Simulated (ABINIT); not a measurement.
The system is Rh.

```
CELL_PARAMETERS angstrom
2.73098 0.00000 0.00000
-1.36549 2.36510 0.00000
0.00000 0.00000 4.42849
ATOMIC_POSITIONS crystal
Rh 0.33333 0.66667 0.25000
Rh 0.66667 0.33333 0.75000
```

This isn't the form of Rh at room conditions, which is fcc.

- Program: ABINIT 10.8.3 (patched build)
- Task: relaxation of cell and atoms
- Functional: PBEsol
- Potentials or basis: JTH PAW PBE v2.0
- Cutoff: 435 eV
- k mesh: 11 × 11 × 6
- Occupations: fermi-dirac, width 0.05 eV
- Spin: no spin polarisation

At the start: pressure -13.1 GPa; volume 14.30 Å³/atom.

**Question.** Where does the relaxation end?

**Answer.** Over 5 steps the energy falls by 30.9 meV/atom and the volume is 13.59 Å³/atom (-5.0 %); space group P6_3/mmc (No. 194, to 0.05 Å).

Step by step:
```tsv
step	energy change (eV)	largest force (eV/Å)	pressure (GPa)	volume (Å³)
1	0.0000	0.0000	-13.14	28.60
2	-0.0589	0.0000	-3.02	27.47
3	-0.0617	0.0000	0.25	27.15
4	-0.0618	0.0000	0.01	27.17
5	-0.0618	0.0000	-0.04	27.18
```

Final structure:
```cif
data_structure
_symmetry_space_group_name_H-M 'P 1'
_symmetry_Int_Tables_number 1
_cell_length_a 2.6878
_cell_length_b 2.6878
_cell_length_c 4.3445
_cell_angle_alpha 90.000
_cell_angle_beta 90.000
_cell_angle_gamma 120.000
_cell_volume 27.18
loop_
_atom_site_label
_atom_site_type_symbol
_atom_site_fract_x
_atom_site_fract_y
_atom_site_fract_z
_atom_site_occupancy
Rh1 Rh 0.33333 0.66667 0.25000 1
Rh2 Rh 0.66667 0.33333 0.75000 1
```

Caveat: the PAW data sets were made with another functional, which shifts forces and pressure a little.
